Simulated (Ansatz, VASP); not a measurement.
Two plane-wave programs on Ge

```
CELL_PARAMETERS angstrom
-1.64855 1.58576 1.86236
1.66529 -1.57913 1.87104
1.63254 1.56312 -1.85667
ATOMIC_POSITIONS crystal
Ge 0.46933 0.48551 0.98579
```

Change from the starting cell: cell strained at random at fixed volume.

Alike in both runs: task single point; functional PBE; k mesh 12 × 12 × 12; occupations fermi-dirac, width 0.05 eV; no spin polarisation.

|  | VASP | Ansatz |
| --- | --- | --- |
| version | VASP 6.6.1 | Ansatz 0.2.0 |
| potentials or method | VASP PAW PBE potentials, release 64 (Ge_d) | Ansatz PAW soft_1 |
| plane-wave cutoff (eV) | 520 | 420 |
| valence electrons in the cell | 14 | 14 |

|  | VASP | Ansatz | Ansatz less VASP |
| --- | --- | --- | --- |
| gap on the k mesh at the Fermi level (eV) | none | none | - |
| pressure (GPa) | 0.4 | 0.5 | +0.11 |
| largest component of the traceless stress (GPa) | 0.15 | 0.15 | +0.001 |

A gap of «none» marks a metal or a gap that the smearing closes.
